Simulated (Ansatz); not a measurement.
Wanted: the native input for an Ansatz 0.2.0 run.

```
Task                : single point
Functional          : PBE
Potentials or basis : Ansatz PAW
Cutoff              : 420 eV (not typed: the program's choice for these potentials)
k mesh              : 11 × 11 × 6
Occupations         : gaussian, width 0.027 eV
Spin                : no spin polarisation
```

The system is Au.

```xyz
2
Lattice="2.9000 0.0000 0.0000 -1.4500 2.5115 0.0000 0.0000 0.0000 4.8800" Properties=species:S:1:pos:R:3 pbc="T T T"
Au    1.4500    0.8372    1.2200
Au    0.0000    1.6743    3.6600
```

This isn't the form of Au at room conditions, which is fcc.

One way to write it, as run:

input.yaml

```yaml
crystal:
  lattice:
    - [2.9, 0.0, 0.0]
    - [-1.45, 2.511473671, 0.0]
    - [0.0, 0.0, 4.88]
  atoms:
    - { symbol: Au, position: [0.6666666667, 0.3333333333, 0.25] }
    - { symbol: Au, position: [0.3333333333, 0.6666666667, 0.75] }
hamiltonian:
  xc: pbe
  pseudopotentials: { kind: paw }
kpoints:
  mp_grid: { grid: [11, 11, 6] }
scf:
  occupations: { method: gaussian, width: 0.027 }
output:
  forces: true
  stress: true
  eigenvalues: true
```

Potentials or basis: Ansatz PAW.

The run is started by

```bash
$ ansatz run input.yaml --threads 2 --pin off --max-ram 5632MiB --backend cpu --events-out ev --progress --plain --runs-dir out
```

It gave:

| Item | Value |
| --- | --- |
| Pressure | 1.9 GPa |
| Band gap on the k mesh | none (metal or under the smearing width) |

Wall time 2.4 s on 2 threads of Intel(R) Xeon(R) Processor @ 2.50GHz (Skylake/Cascade Lake), on a shared host, peak memory 0.35 GiB.
